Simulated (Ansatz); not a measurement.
## fcc against bcc along group 4

Method: Ansatz, DFT, BLYP, plane waves (420 eV) with PAW, scalar-relativistic. (PAW data from PBE, frozen cores regenerated.)

Each structure is relaxed within its symmetry, in the lowest magnetic state of the tried starts. Differences under about 8 meV lie within the error of the k-point mesh.

```csv
element,E(fcc) − E(bcc) (meV/atom),V(fcc) (Å³/atom),V(bcc) (Å³/atom),state of fcc,state of bcc
Ti,?,?,?,?,?
Zr,-43,24.02,23.74,spin not included,spin not included
Hf,-105,23.17,22.90,spin not included,spin not included
```

(1) Fill in the row of Ti.

Results:

(1) E(fcc) − E(bcc) (meV/atom): -51; V(fcc) (Å³/atom): 17.82; V(bcc) (Å³/atom): 17.70; state of fcc: spin not included; state of bcc: spin not included.
